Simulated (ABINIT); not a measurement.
Crystal: MgB2.

```xyz
3
Lattice="3.0850 0.0000 0.0000 -1.5425 2.6717 0.0000 0.0000 0.0000 3.5230" Properties=species:S:1:pos:R:3 pbc="T T T"
Mg    0.0000    0.0000    0.0000
B     1.5425    0.8906    1.7615
B     0.0000    1.7811    1.7615
```

Base run:

* Program: ABINIT 10.8.3 (patched build)
* Functional: PW91
* Potentials or basis: JTH PAW PBE v2.0
* Cutoff: 517 eV
* k mesh: 10 × 10 × 8
* Occupations: fermi-dirac, width 0.05 eV
* Spin: no spin polarisation

Its results: band gap on the k mesh none (metal or under the smearing width); pressure -1.4 GPa.

Q: The run is repeated on the same cell with these changes: functional from PW91 to AM05. What comes out?

A: Band gap on the k mesh none (metal or under the smearing width); pressure -3.3 GPa.

AM05 binds more tightly than PW91, so the same cell stands under less pressure.

Caveats: the PAW data sets were made with another functional, which shifts forces and pressure a little.

Not every run made on this cell is shown here.
